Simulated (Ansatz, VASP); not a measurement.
## One calculation of MgO, two programs

```
CELL_PARAMETERS angstrom
0.00000 2.13515 2.13515
2.41528 0.00000 2.13515
2.41528 2.13515 0.00000
ATOMIC_POSITIONS crystal
Mg 0.00000 0.00000 0.00000
O 0.50000 0.50000 0.50000
```

Change from the starting cell: strain +0.1312 x Voigt [1, 0, 0, 0, 0, 0], atoms carried along.

Alike in both runs: task single point; functional r2SCAN; k mesh 10 × 10 × 10; occupations gaussian, width 0.05 eV; no spin polarisation.

|  | VASP | Ansatz |
| --- | --- | --- |
| version | VASP 6.6.1 | Ansatz 0.2.0 |
| potentials or method | VASP PAW PBE potentials, release 64 (Mg, O) | scalar-relativistic, plane waves, PAW |
| plane-wave cutoff (eV) | 520 | 500 |
| valence electrons in the cell | 8 | 16 |

Ansatz gave:

```
gap on the k mesh at the Fermi level (eV)       : 3.97
least direct gap on the mesh (eV)               : 3.97
pressure (GPa)                                  : -17.1
largest component of the traceless stress (GPa) : 3.55
```

Problem. Which values does VASP return?

Solution. gap on the k mesh at the Fermi level (eV): 3.94; least direct gap on the mesh (eV): 3.94; pressure (GPa): -18.0; largest component of the traceless stress (GPa): 3.30.

The two sets of potentials don't hold the same shells in valence.

Caveats: so large a pressure means that the cell lies far from this level's equilibrium, or that cutoff or potentials fall short (VASP); the potentials were made for another functional, which shifts forces and pressure (VASP).
